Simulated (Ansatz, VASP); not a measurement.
# KI: VASP beside Ansatz

```
K I
1.0
     0.00000    3.52455    3.45406
     3.52455    0.00000    3.45406
     3.52455    3.52455    0.00000
K I
1 1
Direct
  0.00000 0.00000 0.00000
  0.50000 0.50000 0.50000
```

Change from the starting cell: strain -0.0200 x Voigt [0, 0, 1, 0, 0, 0], atoms carried along.

Alike in both runs: task single point; functional PBE; k mesh 6 × 6 × 6; occupations gaussian, width 0.05 eV; no spin polarisation.

```csv
,VASP,Ansatz
version,VASP 6.6.1,Ansatz 0.2.0
potentials or method,"VASP PAW PBE potentials, release 64 (K_sv, I)","scalar-relativistic, plane waves, PAW"
plane-wave cutoff (eV),520,420
valence electrons in the cell,16,26
```

```csv
,VASP,Ansatz,Ansatz less VASP
gap on the k mesh at the Fermi level (eV),4.02,4.03,+0.005
least direct gap on the mesh (eV),4.02,4.03,+0.005
pressure (GPa),1.0,1.0,-0.04
largest component of the traceless stress (GPa),0.43,0.43,-0.005
```

The two sets of potentials don't hold the same shells in valence.

Caveats: spin-orbit coupling is left out, which moves the levels of the heavy elements.
